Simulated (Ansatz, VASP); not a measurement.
# Two plane-wave programs on SnSe

```
CELL_PARAMETERS angstrom
4.28533 0.00000 0.00000
0.00000 4.28533 0.00000
0.00000 0.00000 10.99069
ATOMIC_POSITIONS crystal
Sn 0.50000 0.00000 0.37223
Sn 0.00000 0.50000 0.62777
Se 0.50000 0.00000 0.61604
Se 0.00000 0.50000 0.38396
```

Alike in both runs: task single point; functional PBE; dispersion D3(BJ); k mesh 8 × 8 × 4; occupations gaussian, width 0.05 eV; no spin polarisation.

```csv
,VASP,Ansatz
version,VASP 6.6.1,Ansatz 0.2.0
potentials or method,"VASP PAW PBE potentials, release 64 (Sn_d, Se)","scalar-relativistic, plane waves, PAW"
plane-wave cutoff (eV),520,420
valence electrons in the cell,40,60
```

```csv
,VASP,Ansatz,Ansatz less VASP
gap on the k mesh at the Fermi level (eV),1.04,1.05,+0.007
least direct gap on the mesh (eV),1.04,1.05,+0.007
rms of the force components (eV/Å),0.089,0.081,-0.0079
```

Atom by atom the forces differ by 0.008 eV/Å (rms over components). With one functional, cell and mesh, what is left measures potentials, basis and numerics. The two sets of potentials don't hold the same shells in valence. Ansatz warned: «xc_potential_rough_in_thin_density».

Caveats: spin-orbit coupling is left out, which moves the levels of the heavy elements.
